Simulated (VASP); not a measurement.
# TiH2 (I4/mmm) in VASP: single point with PBEsol

Aim: the single point of TiH2 with PBEsol.

All numbers are computed with VASP 6.6.1; they aren't measurements. Logs are shortened: lines on timing, memory, paths and dates and some standing lists are left out, and cuts for length are marked.

## (1) The crystal as given

The structure is tetragonal, space group I4/mmm (No. 139). Conventional cell: a = 3.193 Å, b = 3.193 Å, c = 4.267 Å, α = 90.00°, β = 90.00°, γ = 90.00°. Ti (site symmetry 4/mmm) has 8 H at 1.92 Å as nearest neighbours. Around H (site symmetry -4m2) lie 4 Ti at 1.92 Å and 2 H at 2.13 Å.

## (2) Single point, PBEsol

Input file INCAR:

```
PREC = Accurate
ENCUT = 520
EDIFF = 1E-7
ISMEAR = 0
SIGMA = 0.15
LREAL = False
LASPH = True
NELM = 60
ALGO = Fast
ISIF = 2
LWAVE = False
LCHARG = True
GGA = PS
LELF = True
LVHAR = True
NBANDS = 14
```

Input file KPOINTS:

```
Automatic mesh
0
Gamma
  20 20 20
```

Input file POSCAR:

```
TiH2
1.0
   -1.5965000000      1.5965000000      2.1335000000
    1.5965000000     -1.5965000000      2.1335000000
    1.5965000000      1.5965000000     -2.1335000000
Ti H
1 2
Direct
    0.0000000000      0.0000000000      0.0000000000
    0.7500000000      0.2500000000      0.5000000000
    0.2500000000      0.7500000000      0.5000000000
```

Potentials or basis: VASP PAW PBE potentials, release 64 (Ti_sv, H).

Launch:

```console
> cat potpaw_PBE.64/Ti_sv/POTCAR potpaw_PBE.64/H/POTCAR > POTCAR
> mpirun -np 1 vasp_std > vasp.out
```

OUTCAR:

```text
PREC = Accurate
   ENCUT = 520
   EDIFF = 1E-7
   ISMEAR = 0
   LREAL = False
   LASPH = True
   NELM = 60
   ISIF = 2
   GGA = PS

 ion  position               nearest neighbor table
   1  0.000  0.000  0.000-
   2  0.750  0.250  0.500-
   3  0.250  0.750  0.500-

  LATTYP: Found a body centered tetragonal cell.
 ALAT       =     3.1930000000
 C/A-ratio  =     1.3363607892

  Lattice vectors:

 A1 = (  -1.5965000000,   1.5965000000,   2.1335000000)
 A2 = (   1.5965000000,  -1.5965000000,   2.1335000000)
 A3 = (   1.5965000000,   1.5965000000,  -2.1335000000)

Analysis of symmetry for initial positions (statically):
=====================================================================
 Subroutine PRICEL returns:
 Original cell was already a primitive cell.

 Routine SETGRP: Setting up the symmetry group for a
 body centered tetragonal supercell.

 Subroutine GETGRP returns: Found 16 space group operations
 (whereof 16 operations were pure point group operations)
 out of a pool of 16 trial point group operations.

The static configuration has the point symmetry D_4h.

Analysis of symmetry for dynamics (positions and initial velocities):
=====================================================================
 Subroutine PRICEL returns:
 Original cell was already a primitive cell.

 Routine SETGRP: Setting up the symmetry group for a
 body centered tetragonal supercell.

 Subroutine GETGRP returns: Found 16 space group operations
 (whereof 16 operations were pure point group operations)
 out of a pool of 16 trial point group operations.

The dynamic configuration has the point symmetry D_4h.

 Subroutine INISYM returns: Found 16 space group operations
 (whereof 16 operations are pure point group operations),
 and found     1 'primitive' translations

----------------------------------------------------------------------------------------

                                     Primitive cell

  volume of cell :      21.7516

  direct lattice vectors                    reciprocal lattice vectors
    -1.596500000  1.596500000  2.133500000     0.000000000  0.313185092  0.234356691
     1.596500000 -1.596500000  2.133500000     0.313185092  0.000000000  0.234356691
     1.596500000  1.596500000 -2.133500000     0.313185092  0.313185092  0.000000000

  length of vectors
     3.106355863  3.106355863  3.106355863     0.391162320  0.391162320  0.442910605

  position of ions in fractional coordinates (direct lattice)
     0.000000000  0.000000000  0.000000000
     0.750000000  0.250000000  0.500000000
     0.250000000  0.750000000  0.500000000

  ion indices of the primitive-cell ions
   primitive index   ion index
                 1           1
                 2           2
                 3           3

----------------------------------------------------------------------------------------

 KPOINTS: Automatic mesh

Automatic generation of k-mesh.
 Grid dimensions read from file:
 generate k-points for:   20   20   20

 Generating k-lattice:

  Cartesian coordinates                     Fractional coordinates (reciprocal lattice)
     0.000000000  0.015659255  0.011717835     0.050000000  0.000000000  0.000000000
     0.015659255  0.000000000  0.011717835     0.000000000  0.050000000  0.000000000
     0.015659255  0.015659255  0.000000000     0.000000000  0.000000000  0.050000000

  Length of vectors
     0.019558116  0.019558116  0.022145530

  Shift w.r.t. Gamma in fractional coordinates (k-lattice)
     0.000000000  0.000000000  0.000000000

 Subroutine IBZKPT returns following result:
 ===========================================

 Found    641 irreducible k-points:

 Following reciprocal coordinates:
            Coordinates               Weight
  0.000000  0.000000  0.000000      1.000000
  0.050000  0.000000 -0.000000      8.000000
  0.100000  0.000000 -0.000000      8.000000
  0.150000  0.000000 -0.000000      8.000000
  0.200000  0.000000 -0.000000      8.000000
  0.250000  0.000000 -0.000000      8.000000
[... 16 lines left out ...]
 -0.400000  0.050000  0.000000     16.000000
 -0.350000  0.050000  0.000000     16.000000
 [... further k-points ...]
   k-points           NKPTS =    641   k-points in BZ     NKDIM =    641   number of bands    NBANDS=     14
   number of dos      NEDOS =    301   number of ions     NIONS =      3
   total plane-waves  NPLWV =  13824
   dimension x,y,z NGX =    24 NGY =   24 NGZ =   24
   dimension x,y,z NGXF=    48 NGYF=   48 NGZF=   48
   ions per type =               1   2
   NGX,Y,Z   is equivalent  to a cutoff of  12.84, 12.84, 12.84 a.u.
   NGXF,Y,Z  is equivalent  to a cutoff of  25.69, 25.69, 25.69 a.u.
 SYSTEM =  unknown system
   PREC   = accura    normal or accurate (medium, high low for compatibility)
   ISTART =      0    job   : 0-new  1-cont  2-samecut
   ICHARG =      2    charge: 1-file 2-atom 10-const
   ISPIN  =      1    spin polarized calculation?
   LNONCOLLINEAR =      F non collinear calculations
   LSORBIT =      F    spin-orbit coupling
   LASPH  =      T    aspherical Exc in radial PAW
   ENCUT  =  520.0 eV  38.22 Ry    6.18 a.u.   5.78  5.78  5.78*2*pi/ulx,y,z
   NELM   =     60;   NELMIN=  2; NELMDL= -5     # of ELM steps
   EDIFF  = 0.1E-06   stopping-criterion for ELM
   LREAL  =      F    real-space projection
   EDIFFG = 0.1E-05   stopping-criterion for IOM
   NSW    =      0    number of steps for IOM
   IBRION =     -1    ionic relax: 0-MD 1-quasi-New 2-CG
   NFREE  =      0    steps in history (QN), initial steepest desc. (CG)
   ISIF   =      2    stress and relaxation
   ISYM   =      2    0-nonsym 1-usesym 2-fastsym
   POTIM  = 0.5000    time-step for ionic-motion
   TEBEG  =    0.0;   TEEND  =   0.0 temperature during run
   PSTRESS=    0.0 pullay stress
   NELECT =      14.0000    total number of electrons
   NUPDOWN=      -1.0000    fix difference up-down
   EMIN   =  10.00;   EMAX   =-10.00  energy-range for DOS
   EFERMI =   0.00;   METHOD = LEGACY
   ISMEAR =     0;   SIGMA  =   0.15  broadening in eV -4-tet -1-fermi 0-gaus
   EFERMI_NEDOS =   21; number of points for ismear=-14 and -15
   IALGO  =     68    algorithm
   IMIX   =      4    mixing-type and parameters
     AMIX     =   0.40;   BMIX     =  1.00
     AMIX_MAG =   1.60;   BMIX_MAG =  1.00
  volume/ion in A,a.u.               =       7.25        48.93
  Fermi-wavevector in a.u.,A,eV,Ry     =   1.413472  2.671076 27.183139  1.997904
  Thomas-Fermi vector in A             =   2.535114
   LORBIT       =      0    0 simple, 1 ext, 2 COOP (PROOUT), +10 PAW based schemes
   GGA     = PS    functional components
   LHFCALC =     F    Hartree Fock is set to
   AEXX    =    0.0000 exact exchange contribution
   IVDW    =     0    specifies the selected vdW correction
   LEPSILON=     F    determine dielectric tensor
   LRPA    =     F    only Hartree local field effects (RPA)
 non-spin polarized calculation
 RMM-DIIS sequential band-by-band and
 Gauss-broadening in eV      SIGMA  =   0.15
  energy-cutoff  :      520.00
  volume of cell :       21.75
 maximum number of plane-waves:       600
   NGX = 11   NGY = 11   NGZ = 11

 number of electron      14.0000000 magnetization

 Free energy of the ion-electron system (eV)
  ---------------------------------------------------
  ext. energy  EPLUGINS =         0.00000000
  ---------------------------------------------------
  free energy    TOTEN  =       -16.63344184 eV

  energy without entropy =      -16.61720634  energy(sigma->0) =      -16.62532409

 E-fermi :   7.5946     XC(G=0): -11.6934

 val. band max:        7.5937247346   @ k =  -0.1000  -0.4500   0.0500
 cond. band min:       7.5947039700   @ k =  -0.2000  -0.3000   0.2000
 fundamental gap:      0.0009792354
 Fermi energy:         7.5946327511

 k-point     1 :       0.0000    0.0000    0.0000
  band No.  band energies     occupation
      1     -49.3999      2.00000
      2     -25.5838      2.00000
      3     -25.5838      2.00000
      4     -25.5645      2.00000
      5      -2.8725      2.00000
      6       7.2439      1.99906
      7       7.2439      1.99906
      8       7.5137      1.55477
      9       8.3220      0.00000
     10       8.8875      0.00000
     11       9.2870      0.00000
     12      21.8851      0.00000
     13      23.1067      0.00000
     14      23.1067      0.00000

 k-point     2 :       0.0500    0.0000   -0.0000
  band No.  band energies     occupation
      1     -49.3985      2.00000
      2     -25.5913      2.00000
      3     -25.5854      2.00000
      4     -25.5680      2.00000
      5      -2.8103      2.00000
      6       6.7744      2.00000
      7       7.2690      1.99786
      8       7.4545      1.81362
      9       8.8747      0.00000
     10       8.9189      0.00000
     11       9.2674      0.00000
     12      21.2046      0.00000
     13      23.1289      0.00000
     14      23.3709      0.00000

 k-point     3 :       0.1000    0.0000   -0.0000
  band No.  band energies     occupation
      1     -49.3945      2.00000
      2     -25.6178      2.00000
      3     -25.5899      2.00000
      4     -25.5732      2.00000
      5      -2.6269      2.00000
      6       5.9827      2.00000
      7       7.3363      1.98514
      8       7.5178      1.53124
      9       8.8462      0.00000
     10       9.2153      0.00000
     11       9.8389      0.00000
     12      20.1006      0.00000
     13      23.1809      0.00000
     14      23.2421      0.00000

 k-point     4 :       0.1500    0.0000   -0.0000
  band No.  band energies     occupation
      1     -49.3881      2.00000
      2     -25.6618      2.00000
      3     -25.5970      2.00000
      4     -25.5782      2.00000
      5      -2.3315      2.00000
      6       5.2220      2.00000
      7       7.4208      1.89874
      8       7.6216      0.79948
      9       8.8324      0.00000
     10       9.1540      0.00000
     11      10.7650      0.00000
     12      18.9857      0.00000
     13      22.4230      0.00000
     14      23.2201      0.00000

 k-point     5 :       0.2000    0.0000   -0.0000
  band No.  band energies     occupation
      1     -49.3800      2.00000
      2     -25.7177      2.00000
      3     -25.6059      2.00000
      4     -25.5836      2.00000
      5      -1.9397      2.00000
      6       4.5363      2.00000
      7       7.4824      1.71007
      8       7.7274      0.21077
      9       8.8784      0.00000
     10       9.1195      0.00000
     11      11.6103      0.00000
[... 276 lines left out ...]
 k-point    22 :      -0.4500    0.0500    0.0000
  band No.  band energies     occupation
      1     -49.3441      2.00000
      2     -25.9545      2.00000
      3     -25.6485      2.00000
      4     -25.6104      2.00000
      5       0.2165      2.00000
      6       2.6201      2.00000
      7       7.2163      1.99964
      8       7.6904      0.36634
      9       9.7228      0.00000
     10       9.8746      0.00000
     11      12.5203      0.00000
     12      14.7558      0.00000
     13      19.6725      0.00000
     14      21.0920      0.00000

 k-point    23 :      -0.4000    0.0500    0.0000
  band No.  band energies     occupation
      1     -49.3491      2.00000
      2     -25.9219      2.00000
      3     -25.6422      2.00000
      4     -25.6079      2.00000
      5      -0.1423      2.00000
      6       2.8415      2.00000
      7       7.2808      1.99692
      8       7.7322      0.19467
      9       9.5262      0.00000
     10       9.7144      0.00000
     11      12.7476      0.00000
     12      15.0740      0.00000
     13      19.7248      0.00000
     14      21.2164      0.00000

 k-point    24 :      -0.3500    0.0500    0.0000
  band No.  band energies     occupation
      1     -49.3561      2.00000
      2     -25.8754      2.00000
      3     -25.6336      2.00000
      4     -25.6038      2.00000
      5      -0.6049      2.00000
      6       3.1635      2.00000
      7       7.3683      1.96714
      8       7.7805      0.07968
      9       9.2618      0.00000
     10       9.5341      0.00000
     11      12.8422      0.00000
     12      15.6246      0.00000
     13      19.7997      0.00000
     14      21.5024      0.00000

 [... further k-points ...]
[... 5 lines left out ...]
  --------------------------------------------------------------------------------------
  -------------------------------------------------------------------------------------
  Total       -0.7429464     -0.7429464     -0.7500200      0.0000000      0.0000000      0.0000000
  in kB      -54.7239649    -54.7239649    -55.2449983      0.0000000      0.0000000      0.0000000
  external PRESSURE =     -54.8976427 kB  Pullay stress =       0.0000000 kB

 VOLUME and BASIS-vectors are now :
 -----------------------------------------------------------------------------
  energy-cutoff  :      520.00
  volume of cell :       21.75
      direct lattice vectors                 reciprocal lattice vectors
    -1.596500000  1.596500000  2.133500000     0.000000000  0.313185092  0.234356691
     1.596500000 -1.596500000  2.133500000     0.313185092  0.000000000  0.234356691
     1.596500000  1.596500000 -2.133500000     0.313185092  0.313185092  0.000000000

 POSITION                                       TOTAL-FORCE (eV/Angst)
 -----------------------------------------------------------------------------------
      0.00000      0.00000      0.00000        -0.000000     -0.000000      0.000000
     -0.00000      1.59650      1.06675        -0.000000      0.000000      0.000000
      1.59650     -0.00000      1.06675         0.000000     -0.000000     -0.000000
 -----------------------------------------------------------------------------------
    total drift:                                0.000000      0.000000      0.000000

  FREE ENERGIE OF THE ION-ELECTRON SYSTEM (eV)
  ---------------------------------------------------
  free  energy   TOTEN  =       -16.6334418413 eV

  energy  without entropy=      -16.6172063427  energy(sigma->0) =      -16.62532409
```

Run time: 1.7 min. Hardware: 1 thread of Intel Xeon 6975P-C (Granite Rapids), shared host; peak memory 0.3 GiB.

What came out:

```yaml
Free_energy: -16.6334 eV
Pressure: -5.5 GPa
Band_gap_on_the_k_mesh: none (metal or under the smearing width)
```

Caveat: the PAW data sets were made with another functional, which shifts forces and pressure a little.
